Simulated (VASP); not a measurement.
Crystal: C.

```xyz
8
Lattice="2.5221 0.0000 0.0000 -1.2611 2.1842 0.0000 0.0000 0.0000 8.2371" Properties=species:S:1:pos:R:3 pbc="T T T"
C     1.2611    0.7281    6.9501
C     0.0000    1.4561    2.8315
C     1.2611    0.7281    5.4056
C     0.0000    1.4561    1.2870
C     0.0000    0.0000    7.4649
C     0.0000    0.0000    3.3463
C     0.0000    0.0000    4.8908
C     0.0000    0.0000    0.7722
```

This is a hexagonal form of diamond, not graphite.

- Program: VASP 6.6.1
- Task: relaxation of cell and atoms
- Functional: BLYP
- Dispersion: D3(BJ)
- Potentials or basis: VASP PAW PBE potentials, release 64 (C)
- Cutoff: 600 eV
- k mesh: 12 × 12 × 4
- Occupations: fermi-dirac, width 0.05 eV
- Spin: no spin polarisation

At the start: pressure 1.3 GPa; volume 5.67 Å³/atom.

**Question.** How do energy, volume and symmetry change on relaxing?

**Answer.** Over 7 steps the energy falls by 2.5 meV/atom and the volume is 5.69 Å³/atom (+0.3 %); space group P6_3/mmc (No. 194, to 0.05 Å).

The path:
| step | energy change (eV) | largest force (eV/Å) | pressure (GPa) | volume (Å³) |
| --- | --- | --- | --- | --- |
| 1 | 0.0000 | 0.3363 | 1.32 | 45.38 |
| 2 | 0.0120 | 0.5161 | -1.31 | 45.68 |
| 3 | -0.0197 | 0.0444 | 0.00 | 45.51 |
| 4 | -0.0197 | 0.0369 | 0.03 | 45.51 |
| 5 | -0.0197 | 0.0552 | -0.02 | 45.51 |
| 6 | -0.0198 | 0.0100 | 0.00 | 45.51 |
| 7 | -0.0198 | 0.0090 | 0.00 | 45.51 |

Final structure:
```
C
1.0
     2.51635    0.00000    0.00000
    -1.25818    2.17923    0.00000
     0.00000    0.00000    8.29874
C
8
Direct
  0.66667 0.33333 0.84449
  0.33333 0.66667 0.34449
  0.66667 0.33333 0.65551
  0.33333 0.66667 0.15551
  0.00000 0.00000 0.90701
  0.00000 0.00000 0.40701
  0.00000 0.00000 0.59299
  0.00000 0.00000 0.09299
```

Caveat: the PAW data sets were made with another functional, which shifts forces and pressure a little.
